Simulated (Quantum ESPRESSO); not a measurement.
LiH under changes of volume

One of the cells (8.449 Å³/atom); the others are scaled copies at fixed shape and fractional positions:

```
Li H
1.0
     0.00000    2.03675    2.03675
     2.03675    0.00000    2.03675
     2.03675    2.03675    0.00000
Li H
1 1
Direct
  0.00000 0.00000 0.00000
  0.50000 0.50000 0.50000
```

```yaml
Program: Quantum ESPRESSO 7.5
Functional: r2SCAN
Potentials_or_basis: SG15 PBE 1.2
Cutoff: 952 eV
Density_cutoff: 3810 eV
k_mesh: 8 × 8 × 8
Occupations: fermi-dirac, width 0.05 eV
Spin: no spin polarisation
```

```csv
volume (Å³/atom),energy over the lowest point (meV/atom),pressure (GPa),gap on the mesh (eV)
7.942,?,?,?
8.111,0.00,0.0,3.66
8.280,0.27,-0.7,3.67
8.449,1.27,-1.4,3.68
8.618,2.93,-2.0,3.69
8.787,5.20,-2.5,3.70
8.956,8.03,-3.0,3.71
```

What does the run at 7.942 Å³/atom give?

Energy over the lowest point 0.53 meV/atom; pressure 0.8 GPa; gap on the mesh 3.65 eV.

Worked out: A Birch-Murnaghan fit of order 3 (a polynomial in V^(-2/3)) to the other rows has its minimum at 8.14 Å³/atom with B0 = V·E''(V) = 36 GPa and B' = 3.2. It gives 0.52 meV/atom at 7.942 Å³/atom, against the run's 0.53, and -dE/dV = 0.9 GPa, against 0.8. A straight line through the other rows of the gap, of slope 0.505 eV per unit of ln V (its deformation potential), extrapolates to 3.65 eV, against the run's 3.65.

Energies are extrapolated to zero smearing.

Caveats: the potentials were made for another functional, which shifts forces and pressure.

A mesh can miss the band edges.
